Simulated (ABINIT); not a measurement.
The system is SnTe.

```
Te Sn
1.0
     0.00000    3.15085    3.15085
     3.15085    0.00000    3.15085
     3.15085    3.15085    0.00000
Te Sn
1 1
Direct
  0.50000 0.50000 0.50000
  0.00000 0.00000 0.00000
```

* Program: ABINIT 10.8.3 (patched build)
* Task: relaxation of cell and atoms
* Functional: LDA
* Potentials or basis: PseudoDojo NC SR LDA v0.4.1 standard
* Cutoff: 1088 eV
* k mesh: 5 × 5 × 5
* Occupations: fermi-dirac, width 0.05 eV
* Spin: no spin polarisation

At the start: pressure -1.5 GPa; volume 31.28 Å³/atom.

Problem. Where does the relaxation end?

Solution. Over 4 steps the energy falls by 5.0 meV/atom and the volume is 30.27 Å³/atom (-3.2 %); space group Fm-3m (No. 225, to 0.05 Å).

The path:
```
step  energy change (eV)  largest force (eV/Å)  pressure (GPa)  volume (Å³)
   1              0.0000                0.0000           -1.52        62.56
   2             -0.0026                0.0000           -1.32        62.27
   3             -0.0099                0.0000            0.06        60.45
   4             -0.0100                0.0000            0.00        60.53
```

Final structure:
```
Te Sn
1.0
     0.00000    3.11636    3.11636
     3.11636    0.00000    3.11636
     3.11636    3.11636    0.00000
Te Sn
1 1
Direct
  0.50000 0.50000 0.50000
  0.00000 0.00000 0.00000
```
